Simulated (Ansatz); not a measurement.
**Na: what changed settings do**

All trials start from this Ansatz input:

```yaml
crystal:
  lattice:
    - [-1.88829108, 1.88829108, 2.63727668]
    - [1.88829108, -1.88829108, 2.63727668]
    - [1.88829108, 1.88829108, -2.63727668]
  atoms:
    - { symbol: Na, position: [0.0, 0.0, 0.0] }
basis:
  ecutwfc: 420
kpoints:
  mp_grid: { grid: [6, 6, 6] }
hamiltonian:
  xc: pbe
scf:
  occupations: { method: gaussian, width: 0.1 }
output:
  forces: true
  stress: true
  eigenvalues: true
```

Command:

```bash
ansatz run input.yaml --threads 1 --pin off --max-ram 1331MiB --backend cpu --events-out ev --progress --plain --runs-dir out
```

The run converges in 6 SCF iterations on 30 irreducible k-points: pressure -0.08 GPa, no gap.

Settings here are deliberately varied, not converged. Each trial's input is given as a difference from the reference's; energies are extrapolated to zero smearing where there is one, and pressure is positive in compression.

**Question.** Trial 1:

```diff
 basis:
-  ecutwfc: 420
+  ecutwfc: "16 Ha"
 kpoints:
-  mp_grid: { grid: [6, 6, 6] }
+  mp_grid: { grid: [4, 4, 4] }
 hamiltonian:
-  xc: pbe
+  xc: pbesol
 scf:
-  occupations: { method: gaussian, width: 0.1 }
+  occupations: { method: methfessel_paxton }
 output:
-  stress: true
+  stress: false
```

What happens?

**Answer.** The run converges in 5 SCF iterations on 13 irreducible k-points: no gap.

**Question.** Trial 2:

```diff
 basis:
-  ecutwfc: 420
+  ecutwfc: "15 Ha"
+  ecutrho_ratio: 3
 kpoints:
-  mp_grid: { grid: [6, 6, 6] }
+  mp_grid: { grid: [4, 4, 4] }
```

What does the program give?

**Answer.** The run converges in 6 SCF iterations on 13 irreducible k-points: energy 92.3 meV per atom above the reference, pressure 0.16 GPa, no gap. It warns that the cutoff lies under the recommended one, 420 eV for these potentials.

**Question.** Trial 3:

```diff
 basis:
-  ecutwfc: 420
+  ecutwfc: "16 Ry"
 kpoints:
-  mp_grid: { grid: [6, 6, 6] }
+  mp_grid: { grid: [2, 2, 2] }
 hamiltonian:
-  xc: pbe
+  xc: r2scan
+  pseudopotentials: { kind: nc }
 scf:
+  mixing: { globalisation: backtrack }
+  initial_density: { chi_scale: 0, normalization: atom }
+  max_iter: 300
 output:
+  dos: {}
```

What does the program give?

**Answer.** The run converges in 8 SCF iterations on 4 irreducible k-points: pressure -0.29 GPa (unreliable at so low a cutoff), no gap. It warns that the cutoff lies under the recommended one, 1250 eV for these potentials.

**Question.** Trial 4:

```diff
 scf:
-  occupations: { method: gaussian, width: 0.1 }
+  occupations: { method: tetrahedron_uncorrected }
```

How does this run end?

**Answer.** The run converges in 6 SCF iterations on 30 irreducible k-points: energy 124 meV per atom above the reference, pressure 0.20 GPa, no gap. It warns that the printed bands weren't solved further after the SCF.

**Question.** Trial 5:

```diff
 basis:
+  ecutrho_ratio: 2
 kpoints:
-  mp_grid: { grid: [6, 6, 6] }
+  mp_grid: { kspacing: 0.3 }
 hamiltonian:
-  xc: pbe
+  xc: rpbe
 scf:
+  max_iter: 75
```

What does the program give?

**Answer.** The run converges in 6 SCF iterations on 59 irreducible k-points: pressure 0.40 GPa, no gap. It warns that the density cutoff lies under the recommended one.

**Question.** Trial 6:

```diff
 hamiltonian:
+  dispersion: d3bj
 scf:
+  max_iter: 80
+  convergence: { dr2_threshold: "1e-8 eV" }
```

How does this run end?

**Answer.** The run converges in 6 SCF iterations on 30 irreducible k-points: pressure -0.71 GPa, no gap. It warns that the SCF threshold is loose for the stress.